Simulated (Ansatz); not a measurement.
This is a single-point calculation with the plane-wave code Ansatz on zincblende BeTe; the level of theory is HSE06. The cell was relaxed with r2SCAN and then strained (epitaxial +3.0 % in the plane normal to [111], free normal strain -1.09 %), with the atoms relaxed again with r2SCAN; k points keep the names of the unstrained zone.

Input (YAML):
```yaml
crystal:
  lattice:
    - [-0.0771512362, 2.836331098, 2.836331098]
    - [2.836331098, -0.0771512362, 2.836331098]
    - [2.836331098, 2.836331098, -0.0771512362]
  atoms:
    - { symbol: Be, position: [-0.0013260085, -0.0013260085, -0.0013260085] }
    - { symbol: Te, position: [0.2513260085, 0.2513260085, 0.2513260085] }
kpoints:
  mp_grid: { grid: [6, 6, 6] }
  band_path:
    path:
      - [0.0, 0.0, 0.0]
      - [-0.5, -0.5, 0.0]
      - [-0.375, -0.375, 0.25]
      - [-0.375, 0.0, 0.375]
      - [0.0, 0.0, 0.5]
      - [-0.5, -0.25, 0.25]
      - [0.0, 0.5, 0.5]
    npoints: 1
hamiltonian:
  xc: hse06
scf:
  occupations: { method: fixed }
  n_extra_bands: 4
output:
  forces: true
  stress: true
  eigenvalues: true
```

Task: What wall time did it need on 1 × NVIDIA H100 80GB HBM3 with 2 threads of AMD EPYC 7R13 Processor (Zen 3), on a shared host, and how much host memory at the peak?

Result: About 22 s, with a peak of 2.1 GiB.

What the program printed (shortened):
```
scf.n_extra_bands = 4 over 9 filled bands (N_el = 18.0): the run solves 13 bands
Functional definition: HSE06
Crystal: 2 atoms, lattice volume = 47.497 Å³
Basis set: ecut = 420 eV, 923 PW (Γ)
Symmetry: 6 space group operations
Space group: R3m (ITA 160)
k-points: 32 of 216 (time reversal used)
Exchange kernel: α = 0.2500, screened, ω = 0.2079 Å⁻¹, Wigner–Seitz truncation, v(0) = 1046.6935 eV·Å³, q-mesh 6×6×6
preconditioner: auto → none  [insulator: Δε(μ)=2.590 eV  ℏωp=15.2 eV]
hybrid outer 1: dexx = +2.614e-3 eV, tail = 4.77e-5 eV
hybrid outer 2: dexx = +1.111e-7 eV, tail = 4.88e-9 eV, Δε = 1.26e-3 eV, ΔF = 7.82e-5 eV/Å
Free energy (F): -7078.134736 eV
Fermi energy:    6.312082 eV
--- Per-component energies (eV) ---
  E_band       = -314.209381
  E_kinetic    = 197.969134
  E_local      = -1420.216631
  E_nonlocal   = -306.902859
  E_hartree    = 878.482962
  E_xc         = -115.542005
  E_vxc        = -99.729303
  E_exx        = -47.805161
  E_paw        = -4706.961010
  E_vpaw       = -346.685815
  E_ewald      = -1556.969719
  E_core_change = -0.189276
--- Stress (GPa, compression-positive) ---
       -3.282243       1.265994       1.265994
        1.265994      -3.282243       1.265994
        1.265994       1.265994      -3.282243
  P = ⅓ Tr σ = -3.2822 GPa (-32.822 kbar)
```

The file bands.tsv (bands near the Fermi energy, numbered from 0, rounded):
```tsv
# k_distance	band_4	band_5	band_6	band_7	band_8	band_9	band_10	band_11	band_12
# fermi_ev = 6.312082
# [0, 0, 0] at k_distance = 0.000000
# [-0.5, -0.5, 0] at k_distance = 1.093365
# [-0.375, -0.375, 0.25] at k_distance = 1.485183
# [-0.375, 0, 0.375] at k_distance = 2.151667
# [0, 0, 0.5] at k_distance = 2.818152
# [-0.5, -0.25, 0.25] at k_distance = 3.601788
# [0, 0.5, 0.5] at k_distance = 4.837520
# levels_relative_to = fermi_ev
0.000	-38.570	-13.224	-0.239	-0.239	0.000	3.960	4.226	4.226	4.844
1.093	-38.567	-11.354	-5.466	-2.937	-2.635	2.604	3.344	10.361	10.558
1.485	-38.568	-11.352	-5.096	-3.974	-2.497	3.206	6.270	8.656	8.675
2.152	-38.568	-11.408	-5.118	-4.041	-2.232	3.525	5.662	8.448	9.262
2.818	-38.568	-11.903	-5.850	-1.242	-1.162	3.667	5.276	5.531	8.722
3.602	-38.568	-11.324	-4.946	-3.819	-3.307	5.781	6.120	6.549	6.925
4.838	-38.567	-11.354	-5.466	-2.937	-2.635	2.604	3.344	10.361	10.558
```
In order the rows are Γ, X, U, K, L, W, X.

HSE06 gives an indirect gap of 2.60 eV, from Γ to X; the least direct gap is 3.96 eV at Γ. The gap is the least over the mesh and the extra points. With the atoms held, the mean pressure is -3.3 GPa (compression positive). (The program warns that its thresholds are loose for a hybrid's stress.)

(Simulation; spin polarisation is off.)

Spin-orbit coupling is left out, which matters wherever the heavy atoms make up the band edges.

The meshes of the hybrids are coarse, so their gaps aren't converged to the digits shown.
